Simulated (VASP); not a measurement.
# KCl: single point with PBEsol

The system is KCl.

```
K Cl
1.0
    -0.00561    3.14319    3.18198
     3.13675    0.02781    3.14856
     3.12943    3.10246    0.03513
K Cl
1 1
Direct
  0.93385 0.04227 0.00876
  0.50469 0.46618 0.48592
```

The cell was built by a generator and needn't be a form met in nature.

* Program: VASP 6.6.1
* Task: single point
* Functional: PBEsol
* Potentials or basis: VASP PAW PBE potentials, release 64 (K_sv, Cl)
* Cutoff: 520 eV
* k mesh: 5 × 5 × 5, shifted
* Occupations: fermi-dirac, width 0.1 eV
* Spin: no spin polarisation
* Dipole correction: no
* Further INCAR settings: ALGO = Normal; EDIFF = 1e-06; NBANDS = 15

```
Pressure               : 0.8 GPa
Largest force          : 0.550 eV/Å
Band gap on the k mesh : 5.44 eV, direct
```

Forces in eV/Å, atoms in the order of the input:
```
K   -0.513  0.198 -0.010
Cl   0.513 -0.198  0.010
```

Stress tensor (GPa, compression positive):
```
 2.32  0.36 -0.03
 0.36  0.56 -0.12
-0.03 -0.12 -0.46
```

Levels at points of the mesh, in eV from the valence-band top:
| k point | band 4 | band 5 | band 6 | band 7 | band 8 | band 9 | band 10 | band 11 | band 12 | band 13 |
| --- | --- | --- | --- | --- | --- | --- | --- | --- | --- | --- |
| (0.50, 0.00, 0.50) | -10.50 | -10.45 | -0.61 | -0.25 | -0.17 | 6.58 | 8.27 | 9.77 | 10.35 | 11.15 |

Run time: 60 s on 1 thread of Intel(R) Xeon(R) Platinum 8559C (Emerald Rapids), with other jobs on the host, peak memory 0.22 GiB.

Caveat: the PAW data sets were made with another functional, which shifts forces and pressure a little. Expect the measured gap to be larger: semilocal functionals such as PBEsol lack the derivative discontinuity.
